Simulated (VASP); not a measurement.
Ru:

```
CELL_PARAMETERS angstrom
-1.46157 1.46157 1.46157
1.46157 -1.46157 1.46157
1.46157 1.46157 -1.46157
ATOMIC_POSITIONS crystal
Ru 0.00000 0.00000 0.00000
```

The cell was built by a generator and needn't be a form met in nature.

```yaml
Program: VASP 6.6.1
Task: relaxation of cell and atoms
Functional: PBE
Potentials_or_basis: VASP PAW PBE potentials, release 64 (Ru_pv)
Cutoff: 600 eV
k_mesh: 18 × 18 × 18
Occupations: methfessel-paxton, width 0.1 eV
Spin: no spin polarisation
```

At the start: pressure 50.0 GPa; volume 12.49 Å³/atom.

How do energy, volume and symmetry change on relaxing?

Over 5 steps the energy falls by 237.5 meV/atom and the volume is 14.21 Å³/atom (+13.8 %); space group Im-3m (No. 229, to 0.05 Å).

Step by step:
```tsv
step	energy change (eV)	largest force (eV/Å)	pressure (GPa)	volume (Å³)
1	0.0000	0.0000	49.96	12.49
2	1.0451	0.0000	-41.22	20.93
3	-0.2314	0.0000	-5.89	14.54
4	-0.2372	0.0000	-1.21	14.28
5	-0.2375	0.0000	0.02	14.21
```

Final structure:
```
CELL_PARAMETERS angstrom
-1.52601 1.52601 1.52601
1.52601 -1.52601 1.52601
1.52601 1.52601 -1.52601
ATOMIC_POSITIONS crystal
Ru 0.00000 0.00000 0.00000
```
